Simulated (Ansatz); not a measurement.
This Ansatz input for NaF was spoiled on purpose:

```yaml
crystal:
  lattice:
    - [0.0, 2.3506791403, 2.3506791403]
    - [2.3506791403, 0.0, 2.3506791403]
    - [2.3506791403, 2.3506791403, 0.0]
  atoms:
    - { symbol: Na, position: [0.0, 0.0, 0.0] }
    - { symbol: F, position: [0.5, 0.5, 0.5] }
basis:
  ecutwfc: 420
  ecutrho_ratio: 4
kpoints:
  mp_grid: { grid: [12, 12, 12] }
hamiltonian:
  xc: b3-lyp
scf:
  occupations: { method: gaussian, width: 0.05 }
  max_iter: 75
output:
  forces: true
  stress: true
```

Launched as:
```sh
ansatz run input.yaml --threads 2 --pin off --max-ram 2662MiB --backend cpu --events-out ev --progress --plain --runs-dir out
```

What is wrong with it?

An unknown functional. Against the sound input: hamiltonian.xc: "pbe" → "b3-lyp" (the cap on iterations is only a precaution).

What the program printed:

```
Error: YAML parse error: error: line 15 column 7: hamiltonian.xc: unknown variant `b3-lyp`, expected one of `lda`, `lda-pw`, `pw92`, `pbe`, `pbesol`, `rpbe`, `revpbe`, `blyp`, `pbe0`, `revpbe0`, `b3lyp`, `b3lyp5`, `hse06`, `wpbeh`, `hiss`, `lc_wpbe`, `cam_b3lyp`, `hf`, `r2scan`, `r2scanh`, `r2scan0`, `r2scan50`, `mr2scan`
  --> <input>:15:7
   |
```

The input was refused before any iteration. Run time: 0.03 s on 2 threads of Arm Neoverse V1 (shared host), peak memory 0.022 GiB. The run before the change (PBE, 420 eV, 12×12×12 mesh) gave:

| run | P (GPa) | gap on the mesh (eV) | cell moment (μB) | largest force component (eV/Å) |
| --- | --- | --- | --- | --- |
| sound | 0.0 | 6.09 | – | 0.000 |

The chain of runs began from a measured cell (COD), expanded in volume.

Of that run: Semilocal functionals underestimate band gaps, commonly by a third or more.
